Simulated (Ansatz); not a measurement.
Free-standing chains of the atoms of KI, named by their start (strip: triangular double chain, ladder: square double chain); atoms and period are relaxed, and energies count from relaxed bulk KI (Fm-3m, 44.59 Å³/atom, gap on the mesh 4.58 eV).

Computed with DFT r2SCAN, scalar-relativistic, plane waves, PAW in Ansatz 0.2.0.

Cutoff 500 eV; k points 1×1×10 on the computed 2-atom cell (Γ-centred); Gaussian smearing, width 0.05 eV; collinear spin from starting moments 0.5 0.5 μB.

Start (linear chain):

```yaml
crystal:
  lattice:
    - [9.00000, 0.00000, 0.00000]
    - [0.00000, 9.30000, 0.00000]
    - [0.00000, 0.00000, 6.38273]
  atoms:
    - { symbol: K, position: [0.50000, 0.50000, 0.00000] }
    - { symbol: I, position: [0.50000, 0.50000, 0.50000] }
```

Problem. Give the relaxed structure and its energy.

Solution. The free energy falls by 4 meV/atom.

* excess energy (eV per host atom): 0.477
* period (Å): 6.499
* gap on the mesh (eV): 4.63
* size of the moment (μB per cell): 0.00

Relaxed structure:
```yaml
crystal:
  lattice:
    - [9.00000, 0.00000, 0.00000]
    - [0.00000, 9.30000, 0.00000]
    - [0.00000, 0.00000, 6.49930]
  atoms:
    - { symbol: K, position: [0.50000, 0.50000, 0.00000] }
    - { symbol: I, position: [0.50000, 0.50000, 0.50000] }
```

Spin-orbit coupling is left out, which matters for the bands of heavy elements.

Each run keeps its start's symmetry and one magnetic start, so lower states can exist.

The run took 96 s on 2 threads of Arm Neoverse V2, with other jobs on the host, peak memory 1.8 GiB.